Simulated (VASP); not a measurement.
A run of VASP 6.6.1:

Contents of INCAR:

```
SYSTEM = TiO2
  PREC = Accurate
  ENCUT = 600
  EDIFF = 1E-7
  ISMEAR = 0
  SIGMA = 0.03
  LREAL = .FALSE.
  LASPH = .TRUE.
  NELM = 80
  ALGO = Normal
  ISIF = 3
  LWAVE = .FALSE.
  LCHARG = .FALSE.
  GGA = PE
  IBRION = 2
  NSW = 90
  EDIFFG = -0.005
  KPAR = 2
```

File KPOINTS:

```
Automatic mesh
0
G
  10 10 10
  0 0 0
```

The input POSCAR:

```
TiO2                                    
1.0
   -1.9008488287      1.9008488287      4.8528819173
    1.9008488287     -1.9008488287      4.8528819173
    1.9008488287      1.9008488287     -4.8528819173
  Ti              O             
     2     4
Direct
     0.0000000000000000    0.0000000000000000    0.0000000000000000
     0.7500000000000000    0.2500000000000000    0.5000000000000000
     0.2065680599321152    0.2065680599321152    0.0000000000000000
     0.9565680599321152    0.4565680599321152    0.5000000000000000
     0.5434319400678848    0.0434319400678847    0.5000000000000000
     0.7934319400678848    0.7934319400678848    0.0000000000000000
```

Potentials or basis: VASP PAW PBE potentials, release 64 (Ti_sv, O).

Launch:

```sh
$ cat potpaw_PBE.64/Ti_sv/POTCAR potpaw_PBE.64/O/POTCAR > POTCAR
$ mpirun -np 2 vasp_std > vasp.out
```

Hardware: 2 MPI ranks on AMD EPYC 7R13 Processor (Zen 3), with other jobs on the host.

Task: How long does it take, and how much memory?

Result: Wall time 11 min on 2 MPI ranks on AMD EPYC 7R13 Processor (Zen 3), with other jobs on the host, peak memory 0.45 GiB a rank. Counts: scf iterations 29, k points 102, ion steps 3.
